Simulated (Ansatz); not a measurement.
**CoSn: zone-centre modes**

Method: DFT PBEsol, scalar-relativistic, plane waves, PAW (Ansatz 0.2.0). The runs took a 420 eV cutoff, a Γ-centred 12×12×12 mesh and Gaussian smearing (0.15 eV). No spin polarisation. A magnetic state may lie lower.

The undisturbed cell (relaxed at this level; it needn't be the usual structure):

```xyz
6
Lattice="5.2197 0.0000 0.0000 -2.6099 4.5204 0.0000 0.0000 0.0000 4.1685" Properties=species:S:1:pos:R:3 pbc="T T T"
Co   -1.3049    2.2602    0.0000
Co    1.3049    2.2602    0.0000
Co    2.6099    0.0000    0.0000
Sn    2.6099    1.5068    2.0842
Sn    0.0000    3.0136    2.0842
Sn    0.0000    0.0000    0.0000
```

Harmonic modes by finite displacements of 0.02 Å, without the LO–TO term.

Problem. At this geometry, is the structure stable against these modes?

Solution. Yes: no mode is imaginary beyond 10 cm⁻¹, and only the three translations lie near zero.

Problem. List the wavenumbers in cm⁻¹.

Solution. 0, 0, 0, 84, 108, 108, 108, 170, 170, 171, 171, 187, 189, 189, 249, 249, 269, 273.

Cost: 1 run of about 15 core-minutes, on Intel Xeon Platinum 8375C (Ice Lake) (shared hosts).